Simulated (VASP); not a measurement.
# CdSe (Cadmoselite) (P6_3mc) in VASP: notebook

Aim: see how the results for CdSe (Cadmoselite) move with the level of theory and the settings. Levels: revPBE+D3(BJ), PBE+D4. Tasks: single point.

Everything below comes from runs of VASP 6.6.1. Logs are shortened: lines on timing, memory, paths and dates and some standing lists are left out, and cuts for length are marked.

**Experimental background.**

From a printed reference work, data compilation, for a bulk crystal of CdSe at 2 K: band gap 1.841 eV.

How close the calculation comes is told below.

### Step 1. The cell of the first run

The structure is hexagonal, space group P6_3mc (No. 186). Conventional cell: a = 4.305 Å, b = 4.305 Å, c = 7.040 Å, α = 90.00°, β = 90.00°, γ = 120.00°. Cd (site symmetry 3m) has 4 Se at 2.64 Å within 3.5 Å. Se (site symmetry 3m) has 4 Cd at 2.64 Å within 3.5 Å.

### Step 2. Single point, revPBE+D3(BJ)

Contents of INCAR:

```
SYSTEM = CdSe
  ALGO = Normal
  EDIFF = 1E-6
  ENCUT = 500
  GGA = RE
  GGA_COMPAT = .False.
  ISIF = 2
  ISMEAR = 0
  IVDW = 12
  LASPH = .True.
  LCHARG = .False.
  LREAL = .False.
  LWAVE = .False.
  NBANDS = 26
  NELM = 120
  PREC = Accurate
  SIGMA = 0.01
```

Contents of KPOINTS:

```
k-points
0
Gamma
  6 6 4
  0 0 0
```

Contents of POSCAR:

```
CdSe
1.0
    4.3050096293      0.0000000000      0.0000000000
   -2.1525048146      3.7282477025      0.0000000000
    0.0000000000      0.0000000000      7.0401941032
Cd Se
2 2
Direct
    0.3333333333      0.6666666667      0.0050112183
    0.6666666667      0.3333333333      0.5050112183
    0.3333333333      0.6666666667      0.3799887817
    0.6666666667      0.3333333333      0.8799887817
```

Potentials or basis: VASP PAW PBE potentials, release 64 (Cd, Se).

Run with:

```sh
cat potpaw_PBE.64/Cd/POTCAR potpaw_PBE.64/Se/POTCAR > POTCAR
mpirun -np 1 vasp_std > vasp.out
```

OUTCAR:

```text
SYSTEM = CdSe
   EDIFF = 1E-6
   ENCUT = 500
   GGA = RE
   ISIF = 2
   ISMEAR = 0
   IVDW = 12
   LASPH = .True.
   LREAL = .False.
   NELM = 120
   PREC = Accurate
 IVDW          = 12

 ion  position               nearest neighbor table
   1  0.333  0.667  0.005-   4 2.64   4 2.64   4 2.64   3 2.64
   2  0.667  0.333  0.505-   3 2.64   3 2.64   3 2.64   4 2.64
   3  0.333  0.667  0.380-   2 2.64   2 2.64   2 2.64   1 2.64
   4  0.667  0.333  0.880-   1 2.64   1 2.64   1 2.64   2 2.64

  LATTYP: Found a hexagonal cell.
 ALAT       =     4.3050096293
 C/A-ratio  =     1.6353492116

  Lattice vectors:

 A1 = (   4.3050096293,   0.0000000000,   0.0000000000)
 A2 = (  -2.1525048146,   3.7282477025,   0.0000000000)
 A3 = (   0.0000000000,   0.0000000000,   7.0401941032)

Analysis of symmetry for initial positions (statically):
=====================================================================
 Subroutine PRICEL returns:
 Original cell was already a primitive cell.

 Routine SETGRP: Setting up the symmetry group for a
 hexagonal supercell.

 Subroutine GETGRP returns: Found 12 space group operations
 (whereof  6 operations were pure point group operations)
 out of a pool of 24 trial point group operations.

The static configuration has the point symmetry C_3v.
 The point group associated with its full space group is C_6v.

Analysis of symmetry for dynamics (positions and initial velocities):
=====================================================================
 Subroutine PRICEL returns:
 Original cell was already a primitive cell.

 Routine SETGRP: Setting up the symmetry group for a
 hexagonal supercell.

 Subroutine GETGRP returns: Found 12 space group operations
 (whereof  6 operations were pure point group operations)
 out of a pool of 24 trial point group operations.

The dynamic configuration has the point symmetry C_3v.
 The point group associated with its full space group is C_6v.

 Subroutine INISYM returns: Found 12 space group operations
 (whereof  6 operations are pure point group operations),
 and found     1 'primitive' translations

----------------------------------------------------------------------------------------

                                     Primitive cell

  volume of cell :     112.9961

  direct lattice vectors                    reciprocal lattice vectors
     4.305009629  0.000000000  0.000000000     0.232287518  0.134111261  0.000000000
    -2.152504815  3.728247703  0.000000000     0.000000000  0.268222522  0.000000000
     0.000000000  0.000000000  7.040194103     0.000000000  0.000000000  0.142041538

  length of vectors
     4.305009629  4.305009629  7.040194103     0.268222522  0.268222522  0.142041538

  position of ions in fractional coordinates (direct lattice)
     0.333333333  0.666666667  0.005011218
     0.666666667  0.333333333  0.505011218
     0.333333333  0.666666667  0.379988782
     0.666666667  0.333333333  0.879988782

  ion indices of the primitive-cell ions
   primitive index   ion index
                 1           1
                 2           2
                 3           3
                 4           4

----------------------------------------------------------------------------------------

 KPOINTS: k-points

Automatic generation of k-mesh.
 Grid dimensions read from file:
 generate k-points for:    6    6    4

 Generating k-lattice:

  Cartesian coordinates                     Fractional coordinates (reciprocal lattice)
     0.038714586  0.022351877  0.000000000     0.166666667  0.000000000  0.000000000
     0.000000000  0.044703754  0.000000000     0.000000000  0.166666667  0.000000000
     0.000000000  0.000000000  0.035510385     0.000000000  0.000000000  0.250000000

  Length of vectors
     0.044703754  0.044703754  0.035510385

  Shift w.r.t. Gamma in fractional coordinates (k-lattice)
     0.000000000  0.000000000  0.000000000

 Subroutine IBZKPT returns following result:
 ===========================================

 Found     21 irreducible k-points:

 Following reciprocal coordinates:
            Coordinates               Weight
  0.000000  0.000000  0.000000      1.000000
  0.166667  0.000000  0.000000      6.000000
  0.333333  0.000000  0.000000      6.000000
  0.500000  0.000000  0.000000      3.000000
  0.166667  0.166667  0.000000      6.000000
  0.333333  0.166667  0.000000     12.000000
[... 13 lines left out ...]
  0.333333  0.166667  0.500000     12.000000
  0.333333  0.333333  0.500000      2.000000
   k-points           NKPTS =     21   k-points in BZ     NKDIM =     21   number of bands    NBANDS=     26
   number of dos      NEDOS =    301   number of ions     NIONS =      4
   total plane-waves  NPLWV =  55296
   dimension x,y,z NGX =    32 NGY =   32 NGZ =   54
   dimension x,y,z NGXF=    64 NGYF=   64 NGZF=  108
   ions per type =               2   2
   NGX,Y,Z   is equivalent  to a cutoff of  12.36, 12.36, 12.75 a.u.
   NGXF,Y,Z  is equivalent  to a cutoff of  24.71, 24.71, 25.50 a.u.
 SYSTEM =  CdSe
   PREC   = accura    normal or accurate (medium, high low for compatibility)
   ISTART =      0    job   : 0-new  1-cont  2-samecut
   ICHARG =      2    charge: 1-file 2-atom 10-const
   ISPIN  =      1    spin polarized calculation?
   LNONCOLLINEAR =      F non collinear calculations
   LSORBIT =      F    spin-orbit coupling
   LASPH  =      T    aspherical Exc in radial PAW
   ENCUT  =  500.0 eV  36.75 Ry    6.06 a.u.   7.85  7.85 12.84*2*pi/ulx,y,z
   NELM   =    120;   NELMIN=  2; NELMDL= -5     # of ELM steps
   EDIFF  = 0.1E-05   stopping-criterion for ELM
   LREAL  =      F    real-space projection
   EDIFFG = 0.1E-04   stopping-criterion for IOM
   NSW    =      0    number of steps for IOM
   IBRION =     -1    ionic relax: 0-MD 1-quasi-New 2-CG
   NFREE  =      0    steps in history (QN), initial steepest desc. (CG)
   ISIF   =      2    stress and relaxation
   ISYM   =      2    0-nonsym 1-usesym 2-fastsym
   POTIM  = 0.5000    time-step for ionic-motion
   TEBEG  =    0.0;   TEEND  =   0.0 temperature during run
   PSTRESS=    0.0 pullay stress
   NELECT =      36.0000    total number of electrons
   NUPDOWN=      -1.0000    fix difference up-down
   EMIN   =  10.00;   EMAX   =-10.00  energy-range for DOS
   EFERMI =   0.00;   METHOD = LEGACY
   ISMEAR =     0;   SIGMA  =   0.01  broadening in eV -4-tet -1-fermi 0-gaus
   EFERMI_NEDOS =   21; number of points for ismear=-14 and -15
   IALGO  =     38    algorithm
   IMIX   =      4    mixing-type and parameters
     AMIX     =   0.40;   BMIX     =  1.00
     AMIX_MAG =   1.60;   BMIX_MAG =  1.00
  volume/ion in A,a.u.               =      28.25       190.63
  Fermi-wavevector in a.u.,A,eV,Ry     =   1.118118  2.112938 17.009853  1.250189
  Thomas-Fermi vector in A             =   2.254747
   LORBIT       =      0    0 simple, 1 ext, 2 COOP (PROOUT), +10 PAW based schemes
   GGA     = RE    functional components
   LHFCALC =     F    Hartree Fock is set to
   AEXX    =    0.0000 exact exchange contribution
   IVDW    =    12    specifies the selected vdW correction
   LEPSILON=     F    determine dielectric tensor
   LRPA    =     F    only Hartree local field effects (RPA)
 non-spin polarized calculation
 Gauss-broadening in eV      SIGMA  =   0.01
  energy-cutoff  :      500.00
  volume of cell :      113.00
 maximum number of plane-waves:      2910
 NGX is ok and might be reduce to    32
   NGX = 15   NGY = 15   NGZ = 25

 number of electron      35.9999990 magnetization

 Free energy of the ion-electron system (eV)
  ---------------------------------------------------
  ext. energy  EPLUGINS =         0.00000000
  ---------------------------------------------------
  free energy    TOTEN  =        -9.75691401 eV

  energy without entropy =       -9.75691401  energy(sigma->0) =       -9.75691401

 E-fermi :   1.0660     XC(G=0):  -8.6839

 val. band max:        1.0062421978   @ k =   0.0000   0.0000   0.0000
 cond. band min:       1.7873117640   @ k =   0.0000   0.0000   0.0000
 fundamental gap:      0.7810695662
 Fermi energy:         1.0659678084

 k-point     1 :       0.0000    0.0000    0.0000
  band No.  band energies     occupation
      1     -11.5388      2.00000
      2     -11.1704      2.00000
      3      -6.9170      2.00000
      4      -6.9076      2.00000
      5      -6.9076      2.00000
      6      -6.8402      2.00000
[... 18 lines left out ...]
     25       8.0764      0.00000
     26       8.8545      0.00000

 k-point     2 :       0.1667    0.0000    0.0000
  band No.  band energies     occupation
      1     -11.4577      2.00000
      2     -11.1342      2.00000
      3      -6.8910      2.00000
      4      -6.8796      2.00000
      5      -6.8433      2.00000
      6      -6.8017      2.00000
[... 18 lines left out ...]
     25       8.4141      0.00000
     26       8.7037      0.00000

 k-point     3 :       0.3333    0.0000    0.0000
  band No.  band energies     occupation
      1     -11.2814      2.00000
      2     -11.0729      2.00000
      3      -6.8474      2.00000
      4      -6.8357      2.00000
      5      -6.7331      2.00000
      6      -6.7213      2.00000
[... 18 lines left out ...]
     25       8.9119      0.00000
     26       9.3121      0.00000

 k-point     4 :       0.5000    0.0000    0.0000
  band No.  band energies     occupation
      1     -11.1759      2.00000
      2     -11.0584      2.00000
      3      -6.8325      2.00000
      4      -6.8213      2.00000
      5      -6.6844      2.00000
      6      -6.6698      2.00000
[... 18 lines left out ...]
     25       9.0601      0.00000
     26      10.8398      0.00000
[... 409 lines left out ...]
      1     -11.2023      2.00000
      2     -11.2023      2.00000
      3      -6.8114      2.00000
      4      -6.8114      2.00000
      5      -6.7899      2.00000
      6      -6.7899      2.00000
[... 18 lines left out ...]
     25       8.5835      0.00000
     26       8.5835      0.00000

 k-point    20 :       0.3333    0.1667    0.5000
  band No.  band energies     occupation
      1     -11.1112      2.00000
      2     -11.1112      2.00000
      3      -6.7862      2.00000
      4      -6.7862      2.00000
      5      -6.7555      2.00000
      6      -6.7555      2.00000
[... 18 lines left out ...]
     25       9.0691      0.00000
     26       9.0691      0.00000

 k-point    21 :       0.3333    0.3333    0.5000
  band No.  band energies     occupation
      1     -11.0816      2.00000
      2     -11.0816      2.00000
      3      -6.7645      2.00000
      4      -6.7645      2.00000
      5      -6.7547      2.00000
      6      -6.7547      2.00000
[... 18 lines left out ...]
     25       9.8933      0.00000
     26       9.8940      0.00000

------------------------ aborting loop because EDIFF is reached ----------------------------------------

 Edisp (eV)   -2.43451

 E8    (eV) :    -1.6896

  FORCE on cell =-STRESS in cart. coord.  units (eV):
  Direction    XX          YY          ZZ          XY          YZ          ZX
  --------------------------------------------------------------------------------------
  -------------------------------------------------------------------------------------
  Total       0.20841     0.20841     0.21455     0.00000     0.00000     0.00000
  in kB       2.95505     2.95505     3.04209     0.00000     0.00000     0.00000
  external pressure =        2.98 kB  Pullay stress =        0.00 kB

 VOLUME and BASIS-vectors are now :
 -----------------------------------------------------------------------------
  energy-cutoff  :      500.00
  volume of cell :      113.00
      direct lattice vectors                 reciprocal lattice vectors
     4.305009629  0.000000000  0.000000000     0.232287518  0.134111261  0.000000000
    -2.152504815  3.728247703  0.000000000     0.000000000  0.268222522  0.000000000
     0.000000000  0.000000000  7.040194103     0.000000000  0.000000000  0.142041538

 POSITION                                       TOTAL-FORCE (eV/Angst)
 -----------------------------------------------------------------------------------
     -0.00000      2.48550      0.03528         0.000000     -0.000000      0.001235
      2.15250      1.24275      3.55538        -0.000000      0.000000      0.001235
     -0.00000      2.48550      2.67519        -0.000000     -0.000000     -0.001235
      2.15250      1.24275      6.19529         0.000000     -0.000000     -0.001235
 -----------------------------------------------------------------------------------
    total drift:                               -0.000000     -0.000000     -0.000229

  FREE ENERGIE OF THE ION-ELECTRON SYSTEM (eV)
  ---------------------------------------------------
  free  energy   TOTEN  =       -12.1914211097 eV

  energy  without entropy=      -12.1914211097  energy(sigma->0) =      -12.19142111
```

It took 32 s on 1 thread of Intel Xeon Platinum 8488C (Sapphire Rapids), shared host; peak memory 0.24 GiB.

Results:

```yaml
Free_energy: -12.1914 eV
Pressure: 0.3 GPa
Band_gap_on_the_k_mesh: 0.78 eV, direct
Dispersion_energy_per_atom: -0.609 eV
```

Caveat: the PAW data sets were made with another functional, which shifts forces and pressure a little.

(Part 1 of 2 ends here.)
